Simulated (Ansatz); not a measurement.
The system is Co.

```
Co
1.0
     2.47200    0.00000    0.00000
    -1.23600    2.14081    0.00000
     0.00000    0.00000    4.02114
Co
2
Direct
  0.66667 0.33333 0.75000
  0.33333 0.66667 0.25000
```

* Program: Ansatz 0.2.0
* Task: relaxation of cell and atoms
* Functional: PBEsol
* Potentials or basis: all-electron LAPW, scalar-relativistic
* Basis error allowed: 0.001 eV/atom
* k mesh: 12 × 12 × 7
* Occupations: fermi-dirac, width 0.05 eV
* Spin: collinear spin, ferromagnetic start
* Starting moments: [2.0, 2.0] μB

At the start: volume 10.64 Å³/atom.

Problem. Where does the relaxation end?

Solution. Over 5 steps the energy falls by 5.7 meV/atom and the volume is 10.36 Å³/atom (-2.6 %); space group P6_3/mmc (No. 194, to 0.05 Å); moment 3.13 μB per cell.

The path:
| step | energy change (eV) | largest force (eV/Å) | volume (Å³) |
| --- | --- | --- | --- |
| 1 | 0.0000 | 0.0000 | 21.28 |
| 2 | -0.0086 | 0.0000 | 21.00 |
| 3 | -0.0114 | 0.0000 | 20.71 |
| 4 | -0.0114 | 0.0000 | 20.73 |
| 5 | -0.0114 | 0.0000 | 20.73 |

Final structure:
```yaml
crystal:
  lattice:
    - [2.45714, 0.00000, 0.00000]
    - [-1.22857, 2.12794, 0.00000]
    - [0.00000, 0.00000, 3.96392]
  atoms:
    - { symbol: Co, position: [0.66667, 0.33333, 0.75000] }
    - { symbol: Co, position: [0.33333, 0.66667, 0.25000] }
```
